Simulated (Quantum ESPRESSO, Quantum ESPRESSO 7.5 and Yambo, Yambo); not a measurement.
# AlN (P6_3mc): G0W0 with Yambo, start to end

Wanted: ground state, empty states, screening and self-energy for AlN (P6_3mc).

Calculated with Quantum ESPRESSO 7.5 and Yambo 5.3.0; PBE and many-body steps on it, plane waves.

The database entry behind the starting cell differs from later determinations by our own check (inner coordinate u about 0.002 short), so it need not match the best structure at ambient conditions.

**1. The structure**

Symmetry: P6_3mc, No. 186, hexagonal system. Conventional cell: a = 3.113 Å, b = 3.113 Å, c = 4.981 Å, α = 90.00°, β = 90.00°, γ = 120.00°. Nearest to Al lie 4 N at 1.89 Å. Nearest to N lie 4 Al at 1.89 Å. Farther neighbours and most contacts between anions are not listed.

The cell and positions come from the Crystallography Open Database and are kept as given unless a step says otherwise.

**2. Ground state**

This step: Quantum ESPRESSO 7.5; DFT, PBE, plane waves, norm-conserving pseudopotentials.

The ground-state density comes first.

pw.in

```
&control
  calculation = 'scf'
  prefix = 'x'
  outdir = 'o'
  pseudo_dir = 'pseudo'
/
&system
  ibrav = 0
  nat = 4
  ntyp = 2
  ecutwfc = 72.0
  nbnd = 14
  force_symmorphic = .true.
/
&electrons
  conv_thr = 1e-10
  electron_maxstep = 80
  mixing_beta = 0.5
/
ATOMIC_SPECIES
  Al 26.982 Al.upf
  N 14.007 N.upf
CELL_PARAMETERS angstrom
  3.1130000000 -0.0000000000 0.0000000000
  -1.5565000000 2.6959370820 0.0000000000
  0.0000000000 0.0000000000 4.9810000000
ATOMIC_POSITIONS crystal
  Al 0.3333333333 0.6666666667 0.0000000000
  Al 0.6666666667 0.3333333333 0.5000000000
  N 0.3333333333 0.6666666667 0.3800000000
  N 0.6666666667 0.3333333333 0.8800000000
K_POINTS automatic
  6 6 4 0 0 0
```

Command:

```console
> OMP_NUM_THREADS=1 mpirun -n 4 pw.x -nk 4 -in pw.in > pw.out
```

What it wrote:

```text
Program PWSCF v.7.5 starts

     This program is part of the open-source Quantum ESPRESSO suite
     for quantum simulation of materials; please cite
         "P. Giannozzi et al., J. Phys.:Condens. Matter 21 395502 (2009);
         "P. Giannozzi et al., J. Phys.:Condens. Matter 29 465901 (2017);
         "P. Giannozzi et al., J. Chem. Phys. 152 154105 (2020);
     in publications or presentations arising from this work. More details at
     Message from routine setup:
     using ibrav=0 with symmetry is DISCOURAGED, use correct ibrav instead

     G-vector sticks info

     bravais-lattice index     =            0
     lattice parameter (alat)  =       5.8827  a.u.
     unit-cell volume          =     282.0993 (a.u.)^3
     number of atoms/cell      =            4
     number of atomic types    =            2
     number of electrons       =        16.00
     number of Kohn-Sham states=           14
     kinetic-energy cutoff     =      72.0000  Ry
     charge density cutoff     =     288.0000  Ry
     scf convergence threshold =      1.0E-10
     mixing beta               =       0.5000
     number of iterations used =            8  plain     mixing
     Exchange-correlation= PBE
                           (   1   4   3   4   0   0   0)

     celldm(1)=   5.882717  celldm(2)=   0.000000  celldm(3)=   0.000000
     celldm(4)=   0.000000  celldm(5)=   0.000000  celldm(6)=   0.000000

     crystal axes: (cart. coord. in units of alat)
               a(1) = (   1.000000  -0.000000   0.000000 )
               a(2) = (  -0.500000   0.866025   0.000000 )
               a(3) = (   0.000000   0.000000   1.600064 )

     reciprocal axes: (cart. coord. in units 2 pi/alat)
               b(1) = (  1.000000  0.577350 -0.000000 )
               b(2) = (  0.000000  1.154701 -0.000000 )
               b(3) = ( -0.000000 -0.000000  0.624975 )
     Pseudo is Norm-conserving + core correction, Zval =  3.0
     Generated using ONCVPSP code by D. R. Hamann
     Using radial grid of 1876 points,  6 beta functions with:
     Pseudo is Norm-conserving + core correction, Zval =  5.0
     Generated using ONCVPSP code by D. R. Hamann
     Using radial grid of 1058 points,  4 beta functions with:
     Al                3.00    26.98200     Al( 1.00)
     N                 5.00    14.00700     N ( 1.00)

      6 Sym. Ops. (no inversion) found

   Cartesian axes

     site n.     atom                  positions (alat units)
         1        Al     tau(   1) = (  -0.0000000   0.5773503   0.0000000  )
         2        Al     tau(   2) = (   0.5000000   0.2886751   0.8000321  )
         3        N      tau(   3) = (  -0.0000000   0.5773503   0.6080244  )
         4        N      tau(   4) = (   0.5000000   0.2886751   1.4080565  )

     number of k points=    24
                       cart. coord. in units 2pi/alat
        k(    1) = (   0.0000000   0.0000000   0.0000000), wk =   0.0138889
        k(    2) = (   0.0000000   0.0000000   0.1562437), wk =   0.0277778
        k(    3) = (   0.0000000   0.0000000  -0.3124875), wk =   0.0138889
        k(    4) = (   0.0000000   0.1924501   0.0000000), wk =   0.0833333
        k(    5) = (   0.0000000   0.1924501   0.1562437), wk =   0.0833333
        k(    6) = (   0.0000000   0.1924501  -0.3124875), wk =   0.0833333
        k(    7) = (   0.0000000   0.3849002   0.0000000), wk =   0.0833333
        k(    8) = (   0.0000000   0.3849002   0.1562437), wk =   0.0833333
        k(    9) = (   0.0000000   0.3849002  -0.3124875), wk =   0.0833333
        k(   10) = (   0.0000000  -0.5773503   0.0000000), wk =   0.0416667
     [... 12 further rows ...]
        k(   23) = (   0.0000000  -0.3849002   0.1562437), wk =   0.0833333
        k(   24) = (  -0.1666667  -0.4811252   0.1562437), wk =   0.1666667

     Dense  grid:    23187 G-vectors     FFT dimensions: (  32,  32,  54)

     Initial potential from superposition of free atoms

     starting charge      15.9951, renormalised to      16.0000
     Starting wfcs are   16 randomized atomic wfcs

     per-process dynamical memory:    22.3 Mb

     Self-consistent Calculation

     iteration #  1     ecut=    72.00 Ry     beta= 0.50

     total energy              =     -50.81998425 Ry
     estimated scf accuracy    <       1.20204797 Ry

     iteration #  2     ecut=    72.00 Ry     beta= 0.50

     total energy              =     -51.15497471 Ry
     estimated scf accuracy    <       0.13976293 Ry

     iteration #  3     ecut=    72.00 Ry     beta= 0.50

     total energy              =     -51.17366281 Ry
     estimated scf accuracy    <       0.01056669 Ry

     iteration #  4     ecut=    72.00 Ry     beta= 0.50

     total energy              =     -51.17593161 Ry
     estimated scf accuracy    <       0.00721993 Ry

     iteration #  5     ecut=    72.00 Ry     beta= 0.50

     total energy              =     -51.17618773 Ry
     estimated scf accuracy    <       0.00068179 Ry

     iteration #  6     ecut=    72.00 Ry     beta= 0.50

     total energy              =     -51.17644071 Ry
     estimated scf accuracy    <       0.00006151 Ry

     iteration #  7     ecut=    72.00 Ry     beta= 0.50

     total energy              =     -51.17643369 Ry
     estimated scf accuracy    <       0.00003145 Ry

     iteration #  8     ecut=    72.00 Ry     beta= 0.50

     total energy              =     -51.17643414 Ry
     estimated scf accuracy    <       0.00000549 Ry

     iteration #  9     ecut=    72.00 Ry     beta= 0.50

     total energy              =     -51.17643454 Ry
     estimated scf accuracy    <       0.00000063 Ry

     iteration # 10     ecut=    72.00 Ry     beta= 0.50

     total energy              =     -51.17643473 Ry
     estimated scf accuracy    <          1.6E-10 Ry

     iteration # 11     ecut=    72.00 Ry     beta= 0.50

     total energy              =     -51.17643473 Ry
     estimated scf accuracy    <          3.6E-09 Ry

     iteration # 12     ecut=    72.00 Ry     beta= 0.50

     total energy              =     -51.17643474 Ry
     estimated scf accuracy    <          5.7E-10 Ry

     iteration # 13     ecut=    72.00 Ry     beta= 0.50

     total energy              =     -51.17643473 Ry
     estimated scf accuracy    <          7.0E-10 Ry

     iteration # 14     ecut=    72.00 Ry     beta= 0.50

     End of self-consistent calculation

          k = 0.0000 0.0000 0.0000 (  2863 PWs)   bands (ev):

    -8.0385  -5.8877   1.1322   6.2756   6.2756   6.9268   6.9268   7.1067
    11.3272  13.7824  17.6990  18.2976  18.2976  20.2844

          k = 0.0000 0.0000 0.1562 (  2893 PWs)   bands (ev):

    -7.8016  -6.3221   1.9309   5.9103   6.3662   6.3662   6.8267   6.8267
    12.2778  13.8969  17.3750  18.2652  18.2653  18.8620

          k = 0.0000 0.0000-0.3125 (  2858 PWs)   bands (ev):

    -7.1500  -7.1500   3.7936   3.7936   6.5919   6.5919   6.5919   6.5919
    13.5732  13.5732  17.4519  17.4521  18.6140  18.6140

          k = 0.0000 0.1925 0.0000 (  2896 PWs)   bands (ev):

     [... further k-points ...]

     highest occupied, lowest unoccupied level (ev):     7.1067   11.3272

!    total energy              =     -51.17643473 Ry
     estimated scf accuracy    <          1.9E-11 Ry

     The total energy is the sum of the following terms:
     one-electron contribution =      -2.07179065 Ry
     hartree contribution      =      11.37825137 Ry
     xc contribution           =     -16.99644717 Ry
     ewald contribution        =     -43.48644828 Ry

     convergence has been achieved in  14 iterations

     XML data file, charge density, pseudopotentials, collected wavefunctions

=------------------------------------------------------------------------------=
   JOB DONE.
=------------------------------------------------------------------------------=
```

The job ended after 5.6 s (4 MPI ranks of Arm Neoverse V1, shared host; peak memory 0.24 GiB).

Numbers from this step:

* total energy: -696.2909 eV
* gap: 4.220 eV
* k of the valence top: 0, 0, 0
* k of the conduction bottom: 0, 0, 0
* least direct gap: 4.220 eV

The gap is direct, at Γ.

**3. Bands along the symmetry lines**

The cheap functional maps the bands first; the places of the edges decide which points the dearer methods must see.

pw.in

```
&control
  calculation = 'bands'
  prefix = 'x'
  outdir = 'o'
  pseudo_dir = 'pseudo'
/
&system
  ibrav = 0
  nat = 4
  ntyp = 2
  ecutwfc = 72.0
  nbnd = 14
  force_symmorphic = .true.
/
&electrons
  conv_thr = 1e-9
  electron_maxstep = 80
  diago_full_acc = .true.
  diago_thr_init = 5e-6
/
ATOMIC_SPECIES
  Al 26.982 Al.upf
  N 14.007 N.upf
CELL_PARAMETERS angstrom
  3.1130000000 -0.0000000000 0.0000000000
  -1.5565000000 2.6959370820 0.0000000000
  0.0000000000 0.0000000000 4.9810000000
ATOMIC_POSITIONS crystal
  Al 0.3333333333 0.6666666667 0.0000000000
  Al 0.6666666667 0.3333333333 0.5000000000
  N 0.3333333333 0.6666666667 0.3800000000
  N 0.6666666667 0.3333333333 0.8800000000
K_POINTS crystal
  75
  0.00000000 0.00000000 0.00000000 1
  0.06250000 0.00000000 0.00000000 1
  0.12500000 0.00000000 0.00000000 1
  0.18750000 0.00000000 0.00000000 1
  0.25000000 0.00000000 0.00000000 1
  0.31250000 0.00000000 0.00000000 1
  0.37500000 0.00000000 0.00000000 1
  0.43750000 0.00000000 0.00000000 1
  0.50000000 0.00000000 0.00000000 1
  0.47916667 0.04166667 0.00000000 1
  0.45833333 0.08333333 0.00000000 1
  0.43750000 0.12500000 0.00000000 1
  0.41666666 0.16666666 0.00000000 1
  0.39583333 0.20833333 0.00000000 1
  0.37500000 0.25000000 0.00000000 1
  0.35416666 0.29166666 0.00000000 1
  0.33333333 0.33333333 0.00000000 1
  0.29166666 0.29166666 0.00000000 1
  0.25000000 0.25000000 0.00000000 1
  0.20833333 0.20833333 0.00000000 1
  0.16666666 0.16666666 0.00000000 1
  0.12500000 0.12500000 0.00000000 1
  0.08333333 0.08333333 0.00000000 1
  0.04166667 0.04166667 0.00000000 1
  0.00000000 0.00000000 0.00000000 1
  0.00000000 0.00000000 0.06250000 1
  0.00000000 0.00000000 0.12500000 1
  0.00000000 0.00000000 0.18750000 1
  0.00000000 0.00000000 0.25000000 1
  0.00000000 0.00000000 0.31250000 1
  0.00000000 0.00000000 0.37500000 1
  0.00000000 0.00000000 0.43750000 1
  0.00000000 0.00000000 0.50000000 1
  0.06250000 0.00000000 0.50000000 1
  0.12500000 0.00000000 0.50000000 1
  0.18750000 0.00000000 0.50000000 1
  0.25000000 0.00000000 0.50000000 1
  0.31250000 0.00000000 0.50000000 1
  0.37500000 0.00000000 0.50000000 1
  0.43750000 0.00000000 0.50000000 1
  0.50000000 0.00000000 0.50000000 1
  0.47916667 0.04166667 0.50000000 1
  0.45833333 0.08333333 0.50000000 1
  0.43750000 0.12500000 0.50000000 1
  0.41666666 0.16666666 0.50000000 1
  0.39583333 0.20833333 0.50000000 1
  0.37500000 0.25000000 0.50000000 1
  0.35416666 0.29166666 0.50000000 1
  0.33333333 0.33333333 0.50000000 1
  0.29166666 0.29166666 0.50000000 1
  0.25000000 0.25000000 0.50000000 1
  0.20833333 0.20833333 0.50000000 1
  0.16666666 0.16666666 0.50000000 1
  0.12500000 0.12500000 0.50000000 1
  0.08333333 0.08333333 0.50000000 1
  0.04166667 0.04166667 0.50000000 1
  0.00000000 0.00000000 0.50000000 1
  0.50000000 0.00000000 0.50000000 1
  0.50000000 0.00000000 0.43750000 1
  0.50000000 0.00000000 0.37500000 1
  0.50000000 0.00000000 0.31250000 1
  0.50000000 0.00000000 0.25000000 1
  0.50000000 0.00000000 0.18750000 1
  0.50000000 0.00000000 0.12500000 1
  0.50000000 0.00000000 0.06250000 1
  0.50000000 0.00000000 0.00000000 1
  0.33333333 0.33333333 0.50000000 1
  0.33333333 0.33333333 0.43750000 1
  0.33333333 0.33333333 0.37500000 1
  0.33333333 0.33333333 0.31250000 1
  0.33333333 0.33333333 0.25000000 1
  0.33333333 0.33333333 0.18750000 1
  0.33333333 0.33333333 0.12500000 1
  0.33333333 0.33333333 0.06250000 1
  0.33333333 0.33333333 0.00000000 1
```

What it wrote:

```text
[banner, memory and clock lines left out]
Program PWSCF v.7.5 starts

     Atomic positions and unit cell read from directory:
     o/x.save/

     Message from routine setup:
     using ibrav=0 with symmetry is DISCOURAGED, use correct ibrav instead

     G-vector sticks info

     bravais-lattice index     =            0
     lattice parameter (alat)  =       5.8827  a.u.
     unit-cell volume          =     282.0993 (a.u.)^3
     number of atoms/cell      =            4
     number of atomic types    =            2
     number of electrons       =        16.00
     number of Kohn-Sham states=           14
     kinetic-energy cutoff     =      72.0000  Ry
     charge density cutoff     =     288.0000  Ry
     Exchange-correlation= PBE
                           (   1   4   3   4   0   0   0)

     celldm(1)=   5.882717  celldm(2)=   0.000000  celldm(3)=   0.000000
     celldm(4)=   0.000000  celldm(5)=   0.000000  celldm(6)=   0.000000

     crystal axes: (cart. coord. in units of alat)
               a(1) = (   1.000000  -0.000000   0.000000 )
               a(2) = (  -0.500000   0.866025   0.000000 )
               a(3) = (   0.000000   0.000000   1.600064 )

     reciprocal axes: (cart. coord. in units 2 pi/alat)
               b(1) = (  1.000000  0.577350 -0.000000 )
               b(2) = (  0.000000  1.154701 -0.000000 )
               b(3) = ( -0.000000 -0.000000  0.624975 )
     Pseudo is Norm-conserving + core correction, Zval =  3.0
     Generated using ONCVPSP code by D. R. Hamann
     Using radial grid of 1876 points,  6 beta functions with:
     Pseudo is Norm-conserving + core correction, Zval =  5.0
     Generated using ONCVPSP code by D. R. Hamann
     Using radial grid of 1058 points,  4 beta functions with:
     Al                3.00    26.98200     Al( 1.00)
     N                 5.00    14.00700     N ( 1.00)

      6 Sym. Ops. (no inversion) found

   Cartesian axes

     site n.     atom                  positions (alat units)
         1        Al     tau(   1) = (  -0.0000000   0.5773503   0.0000000  )
         2        Al     tau(   2) = (   0.5000000   0.2886751   0.8000321  )
         3        N      tau(   3) = (  -0.0000000   0.5773503   0.6080244  )
         4        N      tau(   4) = (   0.5000000   0.2886751   1.4080565  )

     number of k points=    75
                       cart. coord. in units 2pi/alat
        k(    1) = (   0.0000000   0.0000000   0.0000000), wk =   0.0266667
        k(    2) = (   0.0625000   0.0360844   0.0000000), wk =   0.0266667
        k(    3) = (   0.1250000   0.0721688   0.0000000), wk =   0.0266667
[...]
[... 63 further rows ...]
        k(   74) = (   0.3333333   0.5773503   0.0390609), wk =   0.0266667
        k(   75) = (   0.3333333   0.5773503   0.0000000), wk =   0.0266667

     Dense  grid:    23187 G-vectors     FFT dimensions: (  32,  32,  54)

     The potential is recalculated from file :
     o/x.save/charge-density

     Starting wfcs are   16 randomized atomic wfcs

     Band Structure Calculation

     End of band structure calculation

          k = 0.0000 0.0000 0.0000 (  2863 PWs)   bands (ev):

    -8.0385  -5.8877   1.1322   6.2756   6.2756   6.9268   6.9268   7.1067
    11.3272  13.7824  17.6990  18.2976  18.2976  20.2845

          k = 0.0625 0.0361 0.0000 (  2881 PWs)   bands (ev):

    -7.9887  -5.8594   1.1915   6.0380   6.2074   6.6812   6.9207   7.0869
    11.5752  13.9974  17.4940  17.9237  18.4422  20.0986

          k = 0.1250 0.0722 0.0000 (  2880 PWs)   bands (ev):

    -7.8414  -5.7784   1.3678   5.4066   6.0322   6.1037   6.8891   7.0164
    12.1590  14.5141  16.8879  17.2194  18.8553  19.7092

[...]
k = 0.3333 0.5774 0.0391 (  2931 PWs)   bands (ev):

    -5.5416  -5.5416   2.3343   3.2784   3.2784   4.6549   4.8286   4.8286
    12.2407  15.4762  16.7139  16.7139  18.6879  18.6879

          k = 0.3333 0.5774 0.0000 (  2928 PWs)   bands (ev):

    -5.5433  -5.5433   2.3182   3.3537   3.3537   4.6905   4.7354   4.7354
    12.1816  15.4832  16.8039  16.8039  18.6615  18.6615

     XML data file, pseudopotentials, collected wavefunctions
```

Run time: 4.5 s. Hardware: 4 MPI ranks; peak memory 0.2 GiB.

This step gave:

* gap: 4.221 eV
* k of the valence top: 0, 0, 0
* k of the conduction bottom: 0, 0, 0
* least direct gap: 4.221 eV

The gap is 4.221 eV, as in the run before at this level.

Electronic bands along the path, in eV, zero at the top of the highest filled band; v1 is the highest filled band, c1 the lowest empty one:

| point | v4 | v3 | v2 | v1 | c1 | c2 | c3 | c4 |
| --- | --- | --- | --- | --- | --- | --- | --- | --- |
| Γ | -0.83 | -0.18 | -0.18 | 0.00 | 4.22 | 6.68 | 10.59 | 11.19 |
| halfway | -2.43 | -1.54 | -0.44 | -0.38 | 6.21 | 7.63 | 8.10 | 10.04 |
| M | -3.33 | -2.06 | -1.77 | -0.66 | 5.83 | 5.84 | 8.21 | 10.30 |
| halfway | -3.08 | -2.97 | -1.86 | -1.49 | 5.54 | 7.17 | 8.88 | 10.08 |
| K | -3.75 | -2.42 | -2.37 | -2.37 | 5.07 | 8.38 | 9.70 | 9.70 |
| halfway | -3.35 | -1.67 | -0.86 | -0.59 | 6.85 | 7.48 | 8.57 | 9.14 |
| Γ | -0.83 | -0.18 | -0.18 | 0.00 | 4.22 | 6.68 | 10.59 | 11.19 |
| halfway | -0.74 | -0.74 | -0.28 | -0.28 | 5.17 | 6.79 | 10.27 | 11.16 |
| A | -0.51 | -0.51 | -0.51 | -0.51 | 6.47 | 6.47 | 10.35 | 10.35 |
| halfway | -1.58 | -1.58 | -1.01 | -1.01 | 6.55 | 6.55 | 9.52 | 9.52 |
| L | -1.44 | -1.44 | -1.35 | -1.35 | 5.34 | 5.34 | 9.32 | 9.32 |
| halfway | -2.72 | -2.72 | -0.92 | -0.92 | 6.19 | 6.19 | 9.25 | 9.25 |
| H | -3.83 | -3.83 | -0.78 | -0.78 | 7.44 | 7.44 | 7.88 | 7.88 |
| halfway | -1.80 | -1.80 | -1.20 | -1.20 | 6.74 | 6.74 | 9.49 | 9.49 |
| A | -0.51 | -0.51 | -0.51 | -0.51 | 6.47 | 6.47 | 10.35 | 10.35 |
| jump to L | -1.44 | -1.44 | -1.35 | -1.35 | 5.34 | 5.34 | 9.32 | 9.32 |
| halfway | -2.55 | -1.89 | -1.19 | -0.91 | 5.09 | 5.93 | 9.37 | 9.47 |
| M | -3.33 | -2.06 | -1.77 | -0.66 | 5.83 | 5.84 | 8.21 | 10.30 |
| jump to H | -3.83 | -3.83 | -0.78 | -0.78 | 7.44 | 7.44 | 7.88 | 7.88 |
| halfway | -4.41 | -2.91 | -1.46 | -1.46 | 5.91 | 8.23 | 8.70 | 8.70 |
| K | -3.75 | -2.42 | -2.37 | -2.37 | 5.07 | 8.38 | 9.70 | 9.70 |

[end of part 1 of 2]

[Paths, hosts, dates, memory and timing lines, banners, echoed tables and standing remarks are left out of the program output.]

[Logs are printed without paths, hosts, clocks, repeated set-up lines and the standing remarks that a program may print on its own settings, such as how far it seeks lower states.]

[Runs of the session that timed out or met a known fault of the program may be left out.]

[Hosts, paths, dates, database ids (printed as entryN), source tags and the programs' standing remarks are cut or masked in the printed files.]
